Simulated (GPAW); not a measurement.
Write an ASE script for GPAW 26.7.0 that does the following.

```yaml
Task: relaxation of cell and atoms
Functional: PBEsol
Potentials_or_basis: PAW data sets generated in the run's folder for this functional
Cutoff: 600 eV
Basis: pw
k_mesh: 12 × 12 × 12
Occupations: fermi-dirac, width 0.05 eV
Spin: no spin polarisation
Target_pressure: 2 GPa
Maxiter: 150
Optimizer: BFGS
Fmax: 0.02 eV/Å
Max_steps: 60
Target_pressure: 2 GPa
Convergence: density=1e-05 forces=0.0001
```

Crystal: Rh.

```xyz
1
Lattice="0.0000 1.8979 1.8979 1.8979 0.0000 1.8979 1.8979 1.8979 0.0000" Properties=species:S:1:pos:R:3 pbc="T T T"
Rh    0.0000    0.0000    0.0000
```

These files were run (other wordings do the same):

run.py

```python
from ase import Atoms
from ase.filters import FrechetCellFilter
from ase.io import write
from ase.optimize import BFGS
from ase.units import GPa
from gpaw import GPAW, PW, setup_paths

setup_paths.insert(0, '.')

atoms = Atoms(['Rh'],
              cell=[[0.0, 1.89785, 1.89785],
                    [1.89785, 0.0, 1.89785],
                    [1.89785, 1.89785, 0.0]],
              scaled_positions=[[0.0, 0.0, 0.0]],
              pbc=True)

calc = GPAW(mode=PW(600),
            xc='PBEsol',
            kpts={'size': (12, 12, 12), 'gamma': True},
            occupations={'name': 'fermi-dirac', 'width': 0.05},
            nbands=16,
            convergence={'density': 1e-05, 'forces': 0.0001},
            maxiter=150,
            txt='gpaw.txt')
atoms.calc = calc
opt = BFGS(FrechetCellFilter(atoms, scalar_pressure=2 * GPa), trajectory='relax.traj', logfile='-')
done = opt.run(fmax=0.02, steps=60)
calc.write('gs.gpw')
write('result.traj', atoms)
print('Converged:', done)
print('Cell:', atoms.cell.cellpar().round(4))
print('Volume:', round(atoms.get_volume(), 4))
print(atoms.get_scaled_positions().round(5))
```

Potentials or basis: PAW data sets generated in the run's folder for this functional, pw.

Run with:

```sh
$ gpaw-setup -f PBEsol Rh
$ OMP_NUM_THREADS=1 python run.py
```

It gave:

```
Relaxed volume                                         : 13.51 Å³/atom
Relaxed cell                                           : a = 2.673 Å, b = 2.673 Å, c = 2.673 Å, α = 60.00°, β = 60.00°, γ = 60.00°
Space group after relaxing (to 0.05 Å)                 : Fm-3m (No. 225)
Energy change on relaxing (the enthalpy is what falls) : +0.2 meV/atom
Ionic steps                                            : 3
Pressure after relaxing                                : 2.0 GPa
Band gap on the k mesh                                 : none (metal or under the smearing width)
```

Caveat: later steps reuse the first step's grids.

Run time: 16 s on 1 thread of Intel(R) Xeon(R) 6975P-C (Granite Rapids), on a shared host, peak memory 0.15 GiB.
